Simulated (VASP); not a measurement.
# InAs (F-43m) in VASP: notebook

Runs on InAs. Level: PBE. Tasks: relaxation of cell and atoms.

Program: VASP 6.6.1. These are calculated values, not measurements. Logs are shortened: lines on timing, memory, paths and dates and some standing lists are left out, and cuts for length are marked.

## Step 1: Starting point

Symmetry: F-43m, No. 216, cubic system. The conventional cell has a = 6.036 Å, b = 6.036 Å, c = 6.036 Å, α = 90.00°, β = 90.00°, γ = 90.00°. Around In (site symmetry -43m) lie 4 As at 2.61 Å. Around As (site symmetry -43m) lie 4 In at 2.61 Å.

## Step 2: Relaxation of cell and atoms, PBE

File INCAR:

```
  PREC = Accurate
  ENCUT = 520
  EDIFF = 1E-7
  ISMEAR = 0
  SIGMA = 0.02
  LREAL = F
  LASPH = T
  NELM = 80
  ALGO = Normal
  ISIF = 3
  LWAVE = F
  LCHARG = F
  GGA = PE
  IBRION = 2
  NSW = 80
  EDIFFG = -0.002
```

File KPOINTS:

```
Automatic mesh
0
Gamma
  12 12 12
```

File POSCAR:

```
InAs
1.0
    0.0000000000      3.0180000000      3.0180000000
    3.0180000000      0.0000000000      3.0180000000
    3.0180000000      3.0180000000      0.0000000000
In As
1 1
Direct
    0.0000000000      0.0000000000      0.0000000000
    0.2500000000      0.2500000000      0.2500000000
```

Potentials or basis: VASP PAW PBE potentials, release 64 (In_d, As).

Run with:

```
cat potpaw_PBE.64/In_d/POTCAR potpaw_PBE.64/As/POTCAR > POTCAR
mpirun -np 1 vasp_std > vasp.out
```

OUTCAR:

```text
PREC = Accurate
   ENCUT = 520
   EDIFF = 1E-7
   ISMEAR = 0
   LREAL = F
   LASPH = T
   NELM = 80
   ISIF = 3
   GGA = PE
   IBRION = 2
   NSW = 80
   EDIFFG = -0.002

 ion  position               nearest neighbor table
   1  0.000  0.000  0.000-   2 2.61   2 2.61   2 2.61   2 2.61
   2  0.250  0.250  0.250-   1 2.61   1 2.61   1 2.61   1 2.61

  LATTYP: Found a face centered cubic cell.
 ALAT       =     6.0360000000

  Lattice vectors:

 A1 = (   0.0000000000,   3.0180000000,   3.0180000000)
 A2 = (   3.0180000000,   0.0000000000,   3.0180000000)
 A3 = (   3.0180000000,   3.0180000000,   0.0000000000)

Analysis of symmetry for initial positions (statically):
=====================================================================
 Subroutine PRICEL returns:
 Original cell was already a primitive cell.

 Routine SETGRP: Setting up the symmetry group for a
 face centered cubic supercell.

 Subroutine GETGRP returns: Found 24 space group operations
 (whereof 24 operations were pure point group operations)
 out of a pool of 48 trial point group operations.

The static configuration has the point symmetry T_d .

Analysis of symmetry for dynamics (positions and initial velocities):
=====================================================================
 Subroutine PRICEL returns:
 Original cell was already a primitive cell.

 Routine SETGRP: Setting up the symmetry group for a
 face centered cubic supercell.

 Subroutine GETGRP returns: Found 24 space group operations
 (whereof 24 operations were pure point group operations)
 out of a pool of 48 trial point group operations.

The dynamic configuration has the point symmetry T_d .

 Subroutine INISYM returns: Found 24 space group operations
 (whereof 24 operations are pure point group operations),
 and found     1 'primitive' translations

----------------------------------------------------------------------------------------

                                     Primitive cell

  volume of cell :      54.9778

  direct lattice vectors                    reciprocal lattice vectors
     0.000000000  3.018000000  3.018000000    -0.165672631  0.165672631  0.165672631
     3.018000000  0.000000000  3.018000000     0.165672631 -0.165672631  0.165672631
     3.018000000  3.018000000  0.000000000     0.165672631  0.165672631 -0.165672631

  length of vectors
     4.268096531  4.268096531  4.268096531     0.286953414  0.286953414  0.286953414

  position of ions in fractional coordinates (direct lattice)
     0.000000000  0.000000000  0.000000000
     0.250000000  0.250000000  0.250000000

  ion indices of the primitive-cell ions
   primitive index   ion index
                 1           1
                 2           2

----------------------------------------------------------------------------------------

 KPOINTS: Automatic mesh

Automatic generation of k-mesh.
 Grid dimensions read from file:
 generate k-points for:   12   12   12

 Generating k-lattice:

  Cartesian coordinates                     Fractional coordinates (reciprocal lattice)
    -0.013806053  0.013806053  0.013806053     0.083333333  0.000000000  0.000000000
     0.013806053 -0.013806053  0.013806053     0.000000000  0.083333333  0.000000000
     0.013806053  0.013806053 -0.013806053     0.000000000  0.000000000  0.083333333

  Length of vectors
     0.023912785  0.023912785  0.023912785

  Shift w.r.t. Gamma in fractional coordinates (k-lattice)
     0.000000000  0.000000000  0.000000000

 Subroutine IBZKPT returns following result:
 ===========================================

 Found     72 irreducible k-points:

 Following reciprocal coordinates:
            Coordinates               Weight
  0.000000  0.000000  0.000000      1.000000
  0.083333  0.000000  0.000000      8.000000
  0.166667  0.000000  0.000000      8.000000
  0.250000  0.000000  0.000000      8.000000
  0.333333  0.000000  0.000000      8.000000
  0.416667  0.000000  0.000000      8.000000
[... 16 lines left out ...]
  0.500000  0.166667  0.000000     24.000000
 -0.416667  0.166667  0.000000     24.000000
 [... further k-points ...]
   k-points           NKPTS =     72   k-points in BZ     NKDIM =     72   number of bands    NBANDS=     13
   number of dos      NEDOS =    301   number of ions     NIONS =      2
   total plane-waves  NPLWV =  32768
   dimension x,y,z NGX =    32 NGY =   32 NGZ =   32
   dimension x,y,z NGXF=    64 NGYF=   64 NGZF=   64
   ions per type =               1   1
   NGX,Y,Z   is equivalent  to a cutoff of  12.46, 12.46, 12.46 a.u.
   NGXF,Y,Z  is equivalent  to a cutoff of  24.93, 24.93, 24.93 a.u.
 SYSTEM =  unknown system
   PREC   = accura    normal or accurate (medium, high low for compatibility)
   ISTART =      0    job   : 0-new  1-cont  2-samecut
   ICHARG =      2    charge: 1-file 2-atom 10-const
   ISPIN  =      1    spin polarized calculation?
   LNONCOLLINEAR =      F non collinear calculations
   LSORBIT =      F    spin-orbit coupling
   LASPH  =      T    aspherical Exc in radial PAW
   ENCUT  =  520.0 eV  38.22 Ry    6.18 a.u.   7.94  7.94  7.94*2*pi/ulx,y,z
   NELM   =     80;   NELMIN=  2; NELMDL= -5     # of ELM steps
   EDIFF  = 0.1E-06   stopping-criterion for ELM
   LREAL  =      F    real-space projection
   EDIFFG = -.2E-02   stopping-criterion for IOM
   NSW    =     80    number of steps for IOM
   IBRION =      2    ionic relax: 0-MD 1-quasi-New 2-CG
   NFREE  =      1    steps in history (QN), initial steepest desc. (CG)
   ISIF   =      3    stress and relaxation
   ISYM   =      2    0-nonsym 1-usesym 2-fastsym
   POTIM  = 0.5000    time-step for ionic-motion
   TEBEG  =    0.0;   TEEND  =   0.0 temperature during run
   PSTRESS=    0.0 pullay stress
   NELECT =      18.0000    total number of electrons
   NUPDOWN=      -1.0000    fix difference up-down
   EMIN   =  10.00;   EMAX   =-10.00  energy-range for DOS
   EFERMI =   0.00;   METHOD = LEGACY
   ISMEAR =     0;   SIGMA  =   0.02  broadening in eV -4-tet -1-fermi 0-gaus
   EFERMI_NEDOS =   21; number of points for ismear=-14 and -15
   IALGO  =     38    algorithm
   IMIX   =      4    mixing-type and parameters
     AMIX     =   0.40;   BMIX     =  1.00
     AMIX_MAG =   1.60;   BMIX_MAG =  1.00
  volume/ion in A,a.u.               =      27.49       185.50
  Fermi-wavevector in a.u.,A,eV,Ry     =   1.128331  2.132236 17.321990  1.273130
  Thomas-Fermi vector in A             =   2.265020
   LORBIT       =      0    0 simple, 1 ext, 2 COOP (PROOUT), +10 PAW based schemes
   GGA     = PE    functional components
   LHFCALC =     F    Hartree Fock is set to
   AEXX    =    0.0000 exact exchange contribution
   IVDW    =     0    specifies the selected vdW correction
   LEPSILON=     F    determine dielectric tensor
   LRPA    =     F    only Hartree local field effects (RPA)
 conjugate gradient relaxation of ions
 non-spin polarized calculation
 Gauss-broadening in eV      SIGMA  =   0.02
  energy-cutoff  :      520.00
  volume of cell :       54.98
 maximum number of plane-waves:      1492
   NGX = 15   NGY = 15   NGZ = 15

--------------------------------------- Ionic step        1  -------------------------------------------

 number of electron      17.9999991 magnetization

 Free energy of the ion-electron system (eV)
  ---------------------------------------------------
  ext. energy  EPLUGINS =         0.00000000
  ---------------------------------------------------
  free energy    TOTEN  =        -7.66503506 eV

  energy without entropy =       -7.66501721  energy(sigma->0) =       -7.66502614

 E-fermi :   4.5687     XC(G=0):  -9.1171

 val. band max:        4.5626413408   @ k =   0.0000   0.0000   0.0000
 cond. band min:       5.4002693965   @ k =   0.0833   0.0000   0.0000
 fundamental gap:      0.8376280556
 Fermi energy:         4.5687326180

 k-point     1 :       0.0000    0.0000    0.0000
  band No.  band energies     occupation
      1      -9.8396      2.00000
      2      -9.8396      2.00000
      3      -9.8396      2.00000
      4      -9.7115      2.00000
      5      -9.7115      2.00000
      6      -7.3341      2.00000
      7       4.3957      2.00000
      8       4.5626      1.33334
      9       4.5626      1.33334
     10       4.5626      1.33333
     11       8.4732      0.00000
     12       8.4732      0.00000
     13       8.4732      0.00000

 k-point     2 :       0.0833    0.0000    0.0000
  band No.  band energies     occupation
      1      -9.8491      2.00000
      2      -9.8369      2.00000
      3      -9.8369      2.00000
      4      -9.7116      2.00000
      5      -9.7116      2.00000
      6      -7.2608      2.00000
      7       3.3042      2.00000
      8       4.4704      2.00000
      9       4.4704      2.00000
     10       5.4003      0.00000
     11       8.5064      0.00000
[... 412 lines left out ...]
 POSITION                                       TOTAL-FORCE (eV/Angst)
 -----------------------------------------------------------------------------------
      0.00000      3.12647      3.12647        -0.000000      0.000000     -0.000000
      1.56324      1.56324      1.56324         0.000000     -0.000000      0.000000
 -----------------------------------------------------------------------------------
    total drift:                               -0.000000     -0.000000     -0.000000

  FREE ENERGIE OF THE ION-ELECTRON SYSTEM (eV)
  ---------------------------------------------------
  free  energy   TOTEN  =        -7.7104061994 eV

  energy  without entropy=       -7.7103883450  energy(sigma->0) =       -7.71039727

--------------------------------------- Ionic step        3  -------------------------------------------

 number of electron      18.0000010 magnetization

 Free energy of the ion-electron system (eV)
  ---------------------------------------------------
  ext. energy  EPLUGINS =         0.00000000
  ---------------------------------------------------
  free energy    TOTEN  =        -7.71884230 eV

  energy without entropy =       -7.71882445  energy(sigma->0) =       -7.71883338

 E-fermi :   3.8402     XC(G=0):  -8.7931

 val. band max:        3.8341480594   @ k =   0.0000   0.0000   0.0000
 cond. band min:       4.4571514342   @ k =   0.0833   0.0000   0.0000
 fundamental gap:      0.6230033748
 Fermi energy:         3.8402392835

 k-point     1 :       0.0000    0.0000    0.0000
  band No.  band energies     occupation
      1     -10.4317      2.00000
      2     -10.4317      2.00000
      3     -10.4317      2.00000
      4     -10.3322      2.00000
      5     -10.3322      2.00000
      6      -7.6032      2.00000
      7       3.2884      2.00000
      8       3.8341      1.33334
      9       3.8341      1.33334
     10       3.8341      1.33332
     11       7.7072      0.00000
     12       7.7072      0.00000
     13       7.7072      0.00000

 k-point     2 :       0.0833    0.0000    0.0000
  band No.  band energies     occupation
      1     -10.4384      2.00000
      2     -10.4296      2.00000
      3     -10.4296      2.00000
      4     -10.3322      2.00000
      5     -10.3322      2.00000
      6      -7.5394      2.00000
      7       2.4505      2.00000
      8       3.7532      2.00000
      9       3.7532      2.00000
     10       4.4572      0.00000
     11       7.7185      0.00000
[... 376 lines left out ...]
 POSITION                                       TOTAL-FORCE (eV/Angst)
 -----------------------------------------------------------------------------------
      0.00000      0.00000      0.00000        -0.000000      0.000000     -0.000000
      1.54700      1.54700      1.54700         0.000000     -0.000000      0.000000
 -----------------------------------------------------------------------------------
    total drift:                               -0.000000     -0.000000     -0.000000

  FREE ENERGIE OF THE ION-ELECTRON SYSTEM (eV)
  ---------------------------------------------------
  free  energy   TOTEN  =        -7.7188423035 eV

  energy  without entropy=       -7.7188244490  energy(sigma->0) =       -7.71883338

 reached required accuracy - stopping structural energy minimisation
```

It took 51 s on 1 thread of Intel Xeon 6975P-C (Granite Rapids), shared host; peak memory 0.21 GiB.

Results:

- Free energy: -7.7188 eV
- Relaxed volume: 29.62 Å³/atom
- Relaxed cell: a = 4.376 Å, b = 4.376 Å, c = 4.376 Å, α = 60.00°, β = 60.00°, γ = 60.00°
- Space group after relaxing (to 0.05 Å): F-43m (No. 216)
- Energy gained by relaxing: 26.9 meV/atom
- Ionic steps: 3
- Pressure after relaxing: 0.0 GPa
- Band gap on the k mesh: none (metal or under the smearing width)

Step by step:
| step | energy change (eV) | largest force (eV/Å) | pressure (GPa) | volume (Å³) |
| --- | --- | --- | --- | --- |
| 1 | 0.0000 | 0.0000 | 4.34 | 54.98 |
| 2 | -0.0454 | 0.0000 | -1.40 | 61.12 |
| 3 | -0.0538 | 0.0000 | 0.01 | 59.24 |

Final structure:
```yaml
crystal:
  lattice:
    - [0.00000, 3.09400, 3.09400]
    - [3.09400, 0.00000, 3.09400]
    - [3.09400, 3.09400, 0.00000]
  atoms:
    - { symbol: In, position: [0.00000, 0.00000, 0.00000] }
    - { symbol: As, position: [0.25000, 0.25000, 0.25000] }
```

Caveat: this crystal is a semiconductor, whose small gap the functional closes, so the metal is an error of the method.

[end of part 1 of 2]
